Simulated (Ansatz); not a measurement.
**V: compression at zero temperature**

The task here is to estimate one member of a computed series from the others.

Method: DFT PBE, scalar-relativistic, plane waves, PAW, in Ansatz 0.2.0.

1 further run of the same task is left out (set aside as unsound or not needed).

### The starting structure

It takes space group Im-3m (No. 229, cubic). The conventional cell has a = 2.997 Å, b = 2.997 Å, c = 2.997 Å, α = 90.00°, β = 90.00°, γ = 90.00°. V (site symmetry m-3m) is surrounded by 8 V at 2.60 Å.

As a file:

```
CELL_PARAMETERS angstrom
-1.49859 1.49859 1.49859
1.49859 -1.49859 1.49859
1.49859 1.49859 -1.49859
ATOMIC_POSITIONS crystal
V 0.00000 0.00000 0.00000
```

It is the result of an earlier relaxation at this level (volume 13.46 Å³/atom; gap on the mesh: none (metal)).

Set-up of the first run:

File input.yaml:

```yaml
crystal:
  lattice:
    - [-1.5033518384, 1.5033518384, 1.5033518384]
    - [1.5033518384, -1.5033518384, 1.5033518384]
    - [1.5033518384, 1.5033518384, -1.5033518384]
  atoms:
    - { symbol: V, position: [0.0, 0.0, 0.0] }
basis:
  ecutwfc: 420
kpoints:
  mp_grid: { grid: [20, 20, 20] }
hamiltonian:
  xc: pbe
scf:
  occupations: { method: gaussian, width: 0.1 }
output:
  forces: true
  stress: true
  eigenvalues: true
relax:
  adjacent_minimum: "off"
  f_tol: 0.008
  max_steps: 50
  cell: { stress_tol: 0.08, p_target: -1.0 }
```

On the command line:

```bash
$ ansatz run input.yaml --threads 1 --pin off --max-ram 1331MiB --backend cpu --events-out ev --progress --plain --runs-dir out
```

Among the steps run: -1 GPa; Relaxing at 1 GPa; Relaxing at 4 GPa; Relaxing at 12 GPa; Relaxing at 25 GPa; Target pressure 50 GPa; 90 GPa.

One of the session's tables, all rows but one given; the rest of the session is left out.

It belongs to the step «Volume, cell and gap against pressure». Lengths are those of the vectors of the cell that was run:

```
P (GPa)  V (Å³/atom)  a (Å)  b (Å)  c (Å)  ΔH (eV/atom)
     -1        13.53  2.600  2.600  2.600        -0.084
      0        13.46  2.596  2.596  2.596         0.000
      1        13.39  2.591  2.591  2.591         0.084
      4        13.18  2.577  2.577  2.577         0.332
     12        12.69  2.545  2.545  2.545         0.978
     25        12.04  2.501  2.501  2.501         1.980
     50            ?      ?      ?      ?             ?
     90        10.07  2.356  2.356  2.356         6.417
```

Q: Estimate the row for P (GPa) = 50 from the others.

Worked estimate for «V (Å³/atom)». A straight line through the neighbours (25, 12.04) and (90, 10.07) gives 12.04 + (10.07 − 12.04) × (50 − 25) / (90 − 25) = 11.28; a parabola fitted to 3 rows on both sides gives 11.03.

The run gave: V (Å³/atom): 11.11; a (Å): 2.434; b (Å): 2.434; c (Å): 2.434; ΔH (eV/atom): 3.782. In «V (Å³/atom)» the line misses by +0.17 and the parabola by -0.08.

ΔH is E + PV over the energy at zero pressure; a, b and c are the vectors of the computed cell. 

Caveats from the session: Other structures may take over in this range; these runs cannot find them.
